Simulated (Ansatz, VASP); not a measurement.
This is a calculation of Sn for VASP 6.6.1.

The input INCAR:

```
SYSTEM = Sn
PREC     = Accurate       ! precision mode
ENCUT    = 520            ! plane-wave cutoff, eV
EDIFF    = 1E-7           ! SCF threshold, eV
ISMEAR   = -1             ! smearing method
SIGMA    = 0.05           ! smearing width, eV
LREAL    = .FALSE.        ! projectors in reciprocal space
LASPH    = .TRUE.         ! aspherical terms in the spheres
NELM     = 100            ! most SCF steps
ALGO     = Normal         ! electronic algorithm
ISIF     = 2              ! what is computed and relaxed
LWAVE    = .FALSE.        ! write WAVECAR
LCHARG   = .FALSE.        ! write CHGCAR
GGA      = PE             ! functional
NBANDS   = 13             ! bands
```

KPOINTS

```
regular mesh
0
G
  10 10 10
  0 0 0
```

POSCAR

```
Sn
1.0
   -2.0689875426      2.0689875426      1.6933321804
    2.0689875426     -2.0689875426      1.6933321804
    2.0689875426      2.0689875426     -1.6933321804
Sn
1
Direct
    0.0000000000      0.0000000000      0.0000000000
```

Potentials or basis: VASP PAW PBE potentials, release 64 (Sn_d).

Launch:

```bash
$ cat potpaw_PBE.64/Sn_d/POTCAR > POTCAR
$ mpirun -np 1 vasp_std > vasp.out
```

Task: Set up the same calculation for Ansatz 0.2.0. Potentials there: Ansatz PAW.

Result: As run (the cutoff follows the program's own potentials):

input.yaml

```yaml
crystal:
  lattice:
    - [-2.0689875426, 2.0689875426, 1.6933321804]
    - [2.0689875426, -2.0689875426, 1.6933321804]
    - [2.0689875426, 2.0689875426, -1.6933321804]
  atoms:
    - { symbol: Sn, position: [0.0, 0.0, 0.0] }
hamiltonian:
  xc: pbe
  pseudopotentials: { kind: paw }
kpoints:
  mp_grid: { grid: [10, 10, 10] }
scf:
  occupations: { method: fermi_dirac, width: 0.05 }
output:
  forces: true
  stress: true
  eigenvalues: true
```

Potentials or basis: Ansatz PAW.

Command:

```bash
$ ansatz run input.yaml --threads 2 --pin off --max-ram 5120MiB --backend cpu --events-out ev --progress --plain --runs-dir out
```

Both were run:

|  | VASP | Ansatz | Ansatz less VASP |
| --- | --- | --- | --- |
| gap on the k mesh at the Fermi level (eV) | none | none | - |
| pressure (GPa) | -1.7 | -1.7 | +0.06 |
| largest component of the traceless stress (GPa) | 0.34 | 0.35 | +0.004 |

A gap of «none» marks a metal or a gap that the smearing closes. The functional is the same, so the differences come from potentials, cutoffs and numerics.
